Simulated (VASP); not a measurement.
Here is a VASP 6.6.1 calculation.

INCAR

```
ALGO = Normal
EDIFF = 1E-6
ENCUT = 600
GGA = CA
ISIF = 2
ISMEAR = 0
ISPIN = 2
LASPH = T
LCHARG = F
LMAXMIX = 6
LORBIT = 11
LREAL = F
LWAVE = F
MAGMOM = 1
NBANDS = 14
NELM = 150
PREC = Accurate
SIGMA = 0.1
```

The input KPOINTS:

```
k-points
0
Gamma
  9 9 9
```

The input POSCAR:

```
Yb
1.0
   -2.1514830000      2.1514830000      2.1514830000
    2.1514830000     -2.1514830000      2.1514830000
    2.1514830000      2.1514830000     -2.1514830000
Yb
1
Direct
    0.0000000000      0.0000000000      0.0000000000
```

Potentials or basis: VASP PAW PBE potentials, release 64 (Yb_2), 4f in core.

The run is started by

```bash
$ cat potpaw_PBE.64/Yb_2/POTCAR > POTCAR
$ mpirun -np 1 vasp_std > vasp.out
```

Q: What does it give for the pressure?

A: -2.7 GPa.

Q: What does it give for the net moment?

A: 0.00 μB per cell.

Caveat: the PAW data sets were made with another functional, which shifts forces and pressure a little. The state reached can hang on the start; a lower one may exist.
